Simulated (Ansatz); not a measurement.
# Mg (P6_3/mmc) in Ansatz: a series of runs, part 2 of 2

Ansatz 0.2.0. The steps go on from the part before.

## Step 5: Relaxation of cell and atoms, PBEsol

input.yaml

```yaml
crystal:
  lattice:
    - [3.1768261656, 0.0, 0.0]
    - [-1.5884130828, 2.7512121628, 0.0]
    - [0.0, 0.0, 10.31886201]
  atoms:
    - { symbol: Mg, position: [0.6666666667, 0.3333333333, 0.75] }
    - { symbol: Mg, position: [0.0, 0.0, 0.5] }
    - { symbol: Mg, position: [0.3333333333, 0.6666666667, 0.25] }
    - { symbol: Mg, position: [0.0, 0.0, 0.0] }
hamiltonian:
  xc: pbesol
  pseudopotentials: { kind: paw }
kpoints:
  mp_grid: { grid: [10, 10, 3] }
scf:
  occupations: { method: fermi_dirac, width: 0.05 }
output:
  forces: true
  stress: true
relax:
  f_tol: 0.01
  max_steps: 40
  cell: { stress_tol: 0.05 }
```

Potentials or basis: Ansatz PAW.

On the command line:

```bash
$ ansatz run input.yaml --threads 2 --pin off --max-ram 5632MiB --backend cpu --events-out ev --progress --plain --runs-dir out
```

Output:

```text
Warning: RAYON_NUM_THREADS=2 ignored (pool sized by the plan → 2); use --threads N
Engine: ansatz 0.2.0, x86_64-unknown-linux-gnu
Pseudopotentials: kind: paw
Pseudopotential: Mg, paw, valence charge 10, recommended cutoff 420 eV (normal), Mg.paw.azcp
Functional definition: PBEsol
  exchange = pbesol_x
  correlation = pbesol_c
Crystal: 4 atoms, lattice volume = 90.188 Å³
Basis set: ecut = 420 eV, 1775 PW (Γ), exchange–correlation on 48×48×144 points (8 copies of the dense FFT grid, shifted against one another)
Bands: 24, of which v1, the nominal top of the filled ones, is band 20 counted from 1 (19 counted from 0)
Symmetry: 24 space group operations
Space group: P63/mmc (ITA 194), of the structure as read, at distance tolerance 4.5e-5 Å
k-points: 28 of 300
Non-local potential: Mg, projectors of the file, l = 0: 3, l = 1: 2, l = 2: 1
PAW form: soft (Blöchl's): semilocal exchange-correlation on the pseudo side does not see the compensation charge
PAW frozen core: Mg, regenerated for the run's functional, and the local potential with it (the file was generated under x = pbe(κ = 0.804, μ = 0.2195149727645171), c = pbe(β = 0.06672455060314922))
PAW one-centre angular grid: Mg, 110 points (default); XC on 64 Gauss nodes
Initial density: superposition of atomic densities (neutral atoms: chi_scale 0, normalization atom), corrected by the library's trained network
Initial wavefunctions: pseudopotential atomic-orbital guess
Functional: x = pbesol(κ = 0.804, μ = 0.12345679012345678), c = pbesol(β = 0.046)
SCF iter   1: F=—  HF=-7648.186846 eV  |F-HF|=—  |Δ(HF+E_count)|=         —  Δρ=2.08e-3  dr2=1.59e-3  ethr=1.77e-3  ⟨swp⟩=6.0  Hψ=2961  notcnv=0
preconditioner: auto → Kerker (q_TF=auto, 2.383 Å⁻¹)  [metal: Δε(μ)=0.069 eV  Ē_g=5.302 eV  σ=0.050 eV  W_gap=0.32  n_scr=24 (ndim 8)  ℏωp=11.1 eV  f_vac=0.000  D(μ)=2.27/eV (n_scr^D=6)]
SCF iter   2: F=—  HF=-7648.185157 eV  |F-HF|=—  |Δ(HF+E_count)|=   1.69e-3  Δρ=8.32e-4  dr2=3.29e-4  ethr=3.98e-6  ⟨swp⟩=2.3  Hψ=1444  notcnv=0
SCF iter   3: F=—  HF=-7648.185044 eV  |F-HF|=—  |Δ(HF+E_count)|=   1.13e-4  Δρ=2.09e-4  dr2=3.88e-5  ethr=8.23e-7  ⟨swp⟩=2.0  Hψ=1232  notcnv=0
SCF iter   4: F=—  HF=-7648.185048 eV  |F-HF|=—  |Δ(HF+E_count)|=   3.92e-6  Δρ=2.95e-5  dr2=9.79e-7  ethr=9.69e-8  ⟨swp⟩=2.0  Hψ=768  notcnv=0
iter 5 did not close the SCF: its close was put off for the readings that it lacked (scf_convergence_deferred on its scf_iter line)
SCF iter   5: F=-7648.185047 eV  HF=-7648.185048 eV  |F-HF|=7.25e-8  |Δ(HF+E_count)|=   1.86e-7  Δρ=1.07e-5  dr2=9.00e-8  ethr=2.45e-9  ⟨swp⟩=2.0  Hψ=1180  notcnv=0
SCF iter   6: F=-7648.185048 eV  HF=-7648.185048 eV  |F-HF|=1.95e-9  |Δ(HF+E_count)|=   3.43e-8  Δρ=1.93e-6  dr2=1.72e-9  ethr=2.25e-10  ⟨swp⟩=2.2  Hψ=2553  notcnv=0
SCF 1 converged in 6 iterations: F = -7648.185048 eV  dr2 = 1.72e-9
relax step   1: F+E_penalty+E_count = -7648.18504753 eV  Δ(F+E_penalty+E_count) = +0.000e0 eV  max|allowed force component| = 2.776e-17 eV/Å  Δτ_max = 0.0000 Å  P = +0.175 GPa  Ω = 90.188 Å³  (6 SCF iters, dr2 threshold 1.00e-7 eV, accepted)
Crystal: 4 atoms, lattice volume = 90.563 Å³
Basis set: ecut = 420 eV, 1763 PW (Γ), exchange–correlation on 48×48×144 points (8 copies of the dense FFT grid, shifted against one another)
Initial density: handed on by an earlier stage of this run
Initial wavefunctions: those handed on with the density
iter 1 solved again at ethr=1.77e-7 eV; its pass at ethr=3.10e-3 eV (dr2=7.09e-5 eV) is discarded
SCF iter   1: F=—  HF=-7648.188017 eV  |F-HF|=—  |Δ(HF+E_count)|=         —  Δρ=2.51e-4  dr2=8.52e-5  ethr=1.77e-7  ⟨swp⟩=2.2  Hψ=3503  notcnv=0
preconditioner: auto → Kerker (q_TF=auto, 2.381 Å⁻¹)  [metal: Δε(μ)=0.033 eV  Ē_g=5.290 eV  σ=0.050 eV  W_gap=0.16  n_scr=24 (ndim 8)  ℏωp=11.0 eV  f_vac=0.000  D(μ)=2.00/eV (n_scr^D=6)]
SCF iter   2: F=—  HF=-7648.188019 eV  |F-HF|=—  |Δ(HF+E_count)|=   2.47e-6  Δρ=1.77e-4  dr2=4.31e-5  ethr=1.77e-7  ⟨swp⟩=1.0  Hψ=672  notcnv=0
SCF iter   3: F=—  HF=-7648.188009 eV  |F-HF|=—  |Δ(HF+E_count)|=   1.00e-5  Δρ=3.04e-5  dr2=1.23e-6  ethr=1.08e-7  ⟨swp⟩=1.0  Hψ=673  notcnv=0
SCF iter   4: F=-7648.188009 eV  HF=-7648.188009 eV  |F-HF|=1.35e-9  |Δ(HF+E_count)|=   3.42e-7  Δρ=3.22e-6  dr2=4.99e-9  ethr=1.00e-9  ⟨swp⟩=4.0  Hψ=2035  notcnv=0
SCF 2 converged in 4 iterations: F = -7648.188009 eV  dr2 = 4.99e-9
relax step   2: F+E_penalty+E_count = -7648.18800901 eV  Δ(F+E_penalty+E_count) = -2.961e-3 eV  max|allowed force component| = 3.701e-17 eV/Å  Δτ_max = 0.0000 Å  P = +0.037 GPa  Ω = 90.563 Å³  energy of the carried Pulay correction = -4.894e-6 eV  (4 SCF iters, dr2 threshold 4.00e-7 eV, accepted)
Crystal: 4 atoms, lattice volume = 90.597 Å³
iter 1 solved again at ethr=5.25e-8 eV; its pass at ethr=3.10e-3 eV (dr2=2.10e-5 eV) is discarded
SCF iter   1: F=—  HF=-7648.188212 eV  |F-HF|=—  |Δ(HF+E_count)|=         —  Δρ=1.36e-4  dr2=2.44e-5  ethr=5.25e-8  ⟨swp⟩=3.2  Hψ=3963  notcnv=0
preconditioner: auto → Kerker (q_TF=auto, 2.381 Å⁻¹)  [metal: Δε(μ)=0.030 eV  Ē_g=5.291 eV  σ=0.050 eV  W_gap=0.15  n_scr=24 (ndim 8)  ℏωp=11.0 eV  f_vac=0.000  D(μ)=1.99/eV (n_scr^D=6)]
SCF iter   2: F=—  HF=-7648.188235 eV  |F-HF|=—  |Δ(HF+E_count)|=   2.34e-5  Δρ=9.52e-5  dr2=1.23e-5  ethr=5.25e-8  ⟨swp⟩=1.0  Hψ=672  notcnv=0
SCF iter   3: F=-7648.188233 eV  HF=-7648.188233 eV  |F-HF|=1.74e-8  |Δ(HF+E_count)|=   2.84e-6  Δρ=9.26e-6  dr2=8.42e-8  ethr=5.50e-10  ⟨swp⟩=4.0  Hψ=2715  notcnv=0
SCF 3 converged in 3 iterations: F = -7648.188233 eV  dr2 = 8.42e-8
relax step   3: F+E_penalty+E_count = -7648.18823260 eV  Δ(F+E_penalty+E_count) = -2.236e-4 eV  max|allowed force component| = 7.401e-17 eV/Å  Δτ_max = 0.0000 Å  P = +0.030 GPa  Ω = 90.597 Å³  energy of the carried Pulay correction = -5.054e-6 eV  (3 SCF iters, dr2 threshold 2.20e-7 eV, accepted)
Crystal: 4 atoms, lattice volume = 90.635 Å³
iter 1 solved again at ethr=4.74e-9 eV; its pass at ethr=3.10e-3 eV (dr2=1.89e-6 eV) is discarded
SCF iter   1: F=—  HF=-7648.188375 eV  |F-HF|=—  |Δ(HF+E_count)|=         —  Δρ=4.36e-5  dr2=2.14e-6  ethr=4.74e-9  ⟨swp⟩=3.0  Hψ=3964  notcnv=0
preconditioner: auto → Kerker (q_TF=auto, 2.381 Å⁻¹)  [metal: Δε(μ)=0.024 eV  Ē_g=5.290 eV  σ=0.050 eV  W_gap=0.12  n_scr=24 (ndim 8)  ℏωp=11.0 eV  f_vac=0.000  D(μ)=1.98/eV (n_scr^D=6)]
SCF iter   2: F=—  HF=-7648.188396 eV  |F-HF|=—  |Δ(HF+E_count)|=   2.15e-5  Δρ=2.98e-5  dr2=1.09e-6  ethr=4.74e-9  ⟨swp⟩=1.0  Hψ=672  notcnv=0
SCF iter   3: F=-7648.188396 eV  HF=-7648.188396 eV  |F-HF|=2.74e-9  |Δ(HF+E_count)|=   2.33e-7  Δρ=3.65e-6  dr2=7.84e-9  ethr=1.23e-10  ⟨swp⟩=3.9  Hψ=2679  notcnv=0
SCF 4 converged in 3 iterations: F = -7648.188396 eV  dr2 = 7.84e-9
relax step   4: F+E_penalty+E_count = -7648.18839583 eV  Δ(F+E_penalty+E_count) = -1.632e-4 eV  max|allowed force component| = 9.252e-18 eV/Å  Δτ_max = 0.0000 Å  P = +0.012 GPa  Ω = 90.635 Å³  energy of the carried Pulay correction = -5.709e-6 eV  (3 SCF iters, dr2 threshold 4.92e-8 eV, accepted)
Initial wavefunctions: pseudopotential atomic-orbital guess (no wavefunctions were taken with the density)
iter 1 solved again at ethr=9.42e-10 eV; its pass at ethr=3.10e-3 eV (dr2=3.77e-7 eV) is discarded
SCF iter   1: F=—  HF=-7648.188385 eV  |F-HF|=—  |Δ(HF+E_count)|=         —  Δρ=3.59e-5  dr2=3.25e-8  ethr=9.42e-10  ⟨swp⟩=4.1  Hψ=5165  notcnv=0
SCF iter   2: F=—  HF=-7648.188404 eV  |F-HF|=—  |Δ(HF+E_count)|=   1.85e-5  Δρ=1.82e-5  dr2=1.04e-8  ethr=8.12e-11  ⟨swp⟩=2.0  Hψ=1108  notcnv=0
SCF iter   3: F=—  HF=-7648.188403 eV  |F-HF|=—  |Δ(HF+E_count)|=   1.10e-6  Δρ=5.85e-7  dr2=3.22e-10  ethr=2.60e-11  ⟨swp⟩=2.0  Hψ=779  notcnv=0
SCF iter   4: F=—  HF=-7648.188403 eV  |F-HF|=—  |Δ(HF+E_count)|=  2.86e-10  Δρ=3.86e-7  dr2=5.95e-11  ethr=1.00e-12  ⟨swp⟩=4.1  Hψ=2052  notcnv=0
SCF iter   5: F=-7648.188403 eV  HF=-7648.188403 eV  |F-HF|=9.09e-13  |Δ(HF+E_count)|=  3.67e-10  Δρ=5.66e-8  dr2=2.34e-12  ethr=1.00e-12  ⟨swp⟩=4.0  Hψ=2012  notcnv=0
SCF 5 converged in 5 iterations: F = -7648.188403 eV  dr2 = 2.34e-12
relax step   5: F+E_penalty+E_count = -7648.18840280 eV  Δ(F+E_penalty+E_count) = -6.971e-6 eV  max|allowed force component| = 9.252e-18 eV/Å  Δτ_max = 0.0000 Å  P = +0.012 GPa  Ω = 90.635 Å³  stress off target by 2.06e-2 GPa  SCF on the basis re-selected at this cell (its energy is not comparable with the rows above)  (5 SCF iters)
basis re-selected at this cell: Δ(F+E_penalty+E_count) = -6.971e-6 eV, ΔP = +0.000 GPa vs the last step (what re-selecting the basis moved, of the pressure what is left beyond the Pulay correction that the steps carried, after the strain that the cell walked since its last selection, with what the two solves' SCF thresholds leave and, on support functions, any second-order correction that the steps lacked; it is no measure of the basis error at this ecutwfc). This SCF's stress stands 2.06e-2 GPa from its target on what of the cell is left free (relax.cell.stress_tol is 5.00e-2 GPa) and its largest allowed force component is 9.25e-18 eV/Å (relax.f_tol is 1.00e-2 eV/Å): within both
SCF converged after 5 iterations
Free energy (F): -7648.188403 eV
Harris-Foulkes:  -7648.188403 eV  (|F-HF|=9.09e-13)
Internal energy: -7648.172119 eV  (E = F + TS)
E sigma→0 (E₀):  -7648.180261 eV
Entropy (-TS):   -0.016284 eV (-4.071 meV/atom)
Fermi energy:    5.835463 eV
--- Per-component energies (eV) ---
  E_band       = -1420.039856
  E_kinetic    = 299.759816
  E_local      = -6461.462403  (includes V_loc(G=0)·N_el)
  E_nonlocal   = 385.647704
  E_hartree    = 2304.879706
  E_xc         = -112.625638
  E_vxc        = -146.021455  (∫ρ·V_xc dr)
  E_paw        = -1125.185513  (= ΣΔE_a)
  E_vpaw       = -107.722893  (= ΣTr[D̂ρ^β])
  E_aug_tail   = -0.000010  (compensation charges beyond the density's cutoff)
  E_ewald      = -2939.421230
  E_core_change = 0.235449  (= ΣΔE_core)
  E_smearing   = -0.016284  (= −TS)
  E_closure    = -0.000000  (closes the sum)
  Σ components = -7648.188403   (vs F -7648.188403, Δ=0.00e0)
--- Forces (eV/Å), atoms counted from 1 ---
  atom   1  Mg    -0.00000000    -0.00000000     0.00000000
  atom   2  Mg     0.00000000    -0.00000000     0.00000000
  atom   3  Mg     0.00000000     0.00000000     0.00000000
  atom   4  Mg     0.00000000    -0.00000000    -0.00000000
  max |Σ_I F_I| component: 9.99e-30 eV/Å
--- Stress (GPa, compression-positive) ---
        0.020573      -0.000000       0.000000
        0.000000       0.020573       0.000000
        0.000000       0.000000      -0.005287
  P = ⅓ Tr σ = 0.0120 GPa (0.120 kbar)
--- Relaxed structure (4 steps of the walk, 4 accepted, 1 SCFs on fresh bases) ---
  F+E_penalty+E_count = -7648.18840280 eV   max|allowed force component| = 9.252e-18 eV/Å   (the final SCF, on the basis selected at the relaxed cell)
  cell:  # Å, volume = 90.6350 Å³
    - [3.1652125892053165, 0.0, 0.0]
    - [-1.5826062946026582, 2.7411545106301225, 0.0]
    - [0.0, 0.0, 10.446230497136511]
  atoms:
    - { symbol: Mg, position: [0.6666666666666666, 0.3333333333333333, 0.75] }
    - { symbol: Mg, position: [-3.322570549639988e-35, -1.2833875963625156e-34, 0.49999999999999994] }
    - { symbol: Mg, position: [0.3333333333333333, 0.6666666666666667, 0.24999999999999997] }
    - { symbol: Mg, position: [-1.5934381645373095e-35, -1.3417233961971756e-34, -7.77673748697942e-37] }
```

It took 2.5 s on 2 threads of Intel Xeon 6975P-C (Granite Rapids), shared host; peak memory 0.41 GiB.

Results:

```yaml
Free_energy: -7648.1884 eV
Relaxed_volume: 22.66 Å³/atom
Relaxed_cell: a = 3.165 Å, b = 3.165 Å, c = 10.446 Å, α = 90.00°, β = 90.00°, γ = 120.00°
Space_group_after_relaxing_to_0.05_Å: P6_3/mmc (No. 194)
Energy_gained_by_relaxing: 0.8 meV/atom
Ionic_steps: 5
Pressure_after_relaxing: 0.0 GPa
```

The path:
```csv
step,energy change (eV),largest force (eV/Å),volume (Å³)
1,0.0000,0.0000,90.19
2,-0.0030,0.0000,90.56
3,-0.0032,0.0000,90.60
4,-0.0033,0.0000,90.64
5,-0.0034,0.0000,90.64
```

Final structure:
```
Mg
1.0
     3.16521    0.00000    0.00000
    -1.58261    2.74115    0.00000
     0.00000    0.00000   10.44623
Mg
4
Direct
  0.66667 0.33333 0.75000
  0.00000 0.00000 0.50000
  0.33333 0.66667 0.25000
  0.00000 0.00000 0.00000
```

Caveat: the plane-wave basis is chosen anew once the cell has moved, so the energies of steps on either side of that aren't comparable; the PAW data sets come from PBE, with cores solved anew for the run's functional, which leaves a small shift of forces and pressure.

## Step 6: Summary

| task | level | cell | smearing | pressure (GPa) | relaxed volume (Å³/atom) |
| --- | --- | --- | --- | --- | --- |
| single point | PBE | as given | gaussian 0.011 eV | 1.0 | - |
| relaxation of cell and atoms | PBE | relaxed | fermi-dirac 0.05 eV | 0.0 | 23.11 |
| relaxation of cell and atoms | LDA | relaxed | fermi-dirac 0.05 eV | 0.0 | 21.75 |
| relaxation of cell and atoms | PBEsol | relaxed | fermi-dirac 0.05 eV | 0.0 | 22.66 |

Alike in all rows: potentials or basis Ansatz PAW; no spin polarisation; k mesh 10 × 10 × 3; cutoff (eV) 420.

Caveats: the plane-wave basis is chosen anew once the cell has moved, so the energies of steps on either side of that aren't comparable (some runs); the PAW data sets come from PBE, with cores solved anew for the run's functional, which leaves a small shift of forces and pressure (some runs).

Total energies depend on the potentials used, so only differences within one code and one set of settings carry meaning.
